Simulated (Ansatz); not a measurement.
**Zr: relativity, spin-orbit coupling and the nucleus**

Aim: hold the cell of Zr and change the physics step by step: no relativity; spin-orbit coupling on.

Computed with Ansatz 0.2.0 (DFT, at the level named in each step, unless a step's input says otherwise).

2 further runs of the same task are left out: 2 that didn't finish. Runs told in other sessions of the task aren't counted.

**1. Starting point**

It takes space group P6_3/mmc (No. 194, hexagonal). Conventional cell: a = 3.232 Å, b = 3.232 Å, c = 5.147 Å, α = 90.00°, β = 90.00°, γ = 120.00°. Around Zr (site symmetry -6m2) lie 12 Zr at 3.18 to 3.23 Å.

As a file:

```xyz
2
Lattice="3.2320 0.0000 0.0000 -1.6160 2.7990 0.0000 0.0000 0.0000 5.1470" Properties=species:S:1:pos:R:3 pbc="T T T"
Zr    0.0000    1.8660    1.2868
Zr    1.6160    0.9330    3.8603
```

The cell comes from a crystallographic database entry that wasn't checked; take it as a given geometry, which may be far from equilibrium.

Atoms are numbered in the order of the input: Zr1, Zr2.

**2. No relativity, LAPW**

input.yaml reads:

```yaml
crystal:
  lattice:
    - [3.2319982225, 0.0, 0.0]
    - [-1.6159991112, 2.7989925656, 0.0]
    - [0.0, 0.0, 5.147]
  atoms:
    - { symbol: Zr, position: [0.3333333333, 0.6666666667, 0.25] }
    - { symbol: Zr, position: [0.6666666667, 0.3333333333, 0.75] }
kpoints:
  mp_grid: { grid: [13, 13, 7] }
  band_path:
    path:
      - [0.0, 0.0, 0.0]
      - [0.5, 0.0, 0.0]
      - [0.3333333333, 0.3333333333, 0.0]
      - [0.0, 0.0, 0.0]
      - [0.0, 0.0, 0.5]
      - [0.5, 0.0, 0.5]
      - [0.3333333333, 0.3333333333, 0.5]
      - [0.0, 0.0, 0.5]
      - [0.5, 0.0, 0.5]
    npoints: 5
scf:
  occupations: { method: fermi_dirac, width: 0.03 }
hamiltonian:
  xc: pbe
  pseudopotentials:
    kind: all_electron
    lapw: { basis_error: 0.00025 }
    relativity: none
output:
  forces: true
  stress: true
  eigenvalues: true
```

Launch:

```console
> ansatz run input.yaml --threads 1 --pin off --max-ram 2048MiB --backend cpu --events-out ev --progress --plain --runs-dir out
```

**3. Spin-orbit coupling on, LAPW**

input.yaml: that of step 2 with these lines changed.

```diff
@@ -26,6 +26,3 @@
   xc: pbe
-  pseudopotentials:
-    kind: all_electron
-    lapw: { basis_error: 0.00025 }
-    relativity: none
+  pseudopotentials: { kind: all_electron, lapw: { basis_error: 0.00025 } }
 output:
@@ -34 +31,4 @@
   eigenvalues: true
+magnetization:
+  noncollinear: true
+  spin_orbit: true
```

**4. Spin-orbit coupling on, PAW**

input.yaml: that of step 3 with these lines changed.

```diff
@@ -26,3 +26,3 @@
   xc: pbe
-  pseudopotentials: { kind: all_electron, lapw: { basis_error: 0.00025 } }
+  pseudopotentials: { kind: paw_fr }
 output:
@@ -31,2 +31,7 @@
   eigenvalues: true
+  efg: { contact_densities: true }
+  write_density: true
+  write_potential: true
+  elf: true
+  volumetric_format: npy
 magnetization:
```

(Steps that only read results are left out.)

**Question.** What will these runs give? Wanted: pressure, no relativity, LAPW; pressure, spin-orbit coupling on, LAPW.

As calculated:

| quantity | value |
| --- | --- |
| pressure, no relativity, LAPW | 0.48 GPa |
| pressure, spin-orbit coupling on, LAPW | 0.50 GPa |

What this shows: Going from no relativity to the run with spin-orbit coupling (scalar and spin-orbit effects together) moves the pressure by +0.01 GPa; the heaviest element has Z = 40. With spin-orbit coupling, PAW lies -0.02 GPa from LAPW in pressure.
